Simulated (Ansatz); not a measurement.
**CdO (Monteponite) in Ansatz: the effect of target pressure**

Crystal: CdO (Monteponite).

```
Cd O
1.0
     0.00000    2.34950    2.34950
     2.34950    0.00000    2.34950
     2.34950    2.34950    0.00000
Cd O
1 1
Cartesian
  0.0000 0.0000 0.0000
  2.3495 2.3495 2.3495
```

Alike in all runs:

```yaml
Program: Ansatz 0.2.0
Task: relaxation of cell and atoms
Functional: PBEsol
Potentials_or_basis: all-electron LAPW, scalar-relativistic
Basis_error_allowed: 0.001 eV/atom
k_mesh: 10 × 10 × 10
Occupations: fermi-dirac, width 0.05 eV
Spin: no spin polarisation
```

Each run relaxes the cell or the atoms first.

| target pressure | relaxed volume (Å³/atom) |
| --- | --- |
| 0 GPa | ? |
| 5 GPa | 12.49 |
| 10 GPa | 12.15 |
| 20 GPa | 11.59 |
| 30 GPa | 11.15 |

What does the run with target pressure 0 GPa give?

Relaxed volume 12.90 Å³/atom.

Worked out: In Murnaghan's law V^(-B') rises as a straight line in P. The other rows fit best with B' = 4.4, V0 = 12.89 Å³/atom and B0 = 148 GPa, which gives 12.89 Å³/atom at 0 GPa, against the run's 12.90.
